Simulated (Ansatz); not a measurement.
FeO (Wuestite) in Ansatz: the effect of starting spin order

FeO (Wuestite):

```
Fe O
1.0
     1.51882    0.87689    2.51958
    -1.51882    0.87689    2.51958
     0.00000   -1.75378    2.51958
Fe O
1 1
Direct
  0.00000 0.00000 0.00000
  0.50000 0.50000 0.50000
```

Alike in all runs:

| Item | Value |
| --- | --- |
| Program | Ansatz 0.2.0 |
| Task | single point |
| Functional | PBEsol |
| Potentials or basis | Ansatz PAW |
| Cutoff | 420 eV (not typed: the program's choice for these potentials) |
| k mesh | 11 × 11 × 11 |
| Occupations | fermi-dirac, width 0.05 eV |

```csv
starting spin order,spin,starting moments,energy over the lowest run (meV/atom),final net moment (μB),final largest site moment (μB)
spin off,no spin polarisation,-,?,?,?
fm,"collinear spin, ferromagnetic start","[3.0, 0.0] μB",0.0,4.00,3.44
random,"collinear spin, random start","[-2.68, 0.0] μB",0.0,-4.00,3.44
"ferromagnetic start, larger moments","collinear spin, ferromagnetic start","[4.5, 0.0] μB",0.0,4.00,3.44
```

Problem. What does the run with starting spin order spin off give?

Solution. Energy over the lowest run 738.7 meV/atom; final net moment 0.00 μB; final largest site moment 0.00 μB.

Caveats: a cell with one magnetic atom can't hold antiferromagnetic order, which such compounds often take (some runs).

Runs at the PBE level aren't shown here.
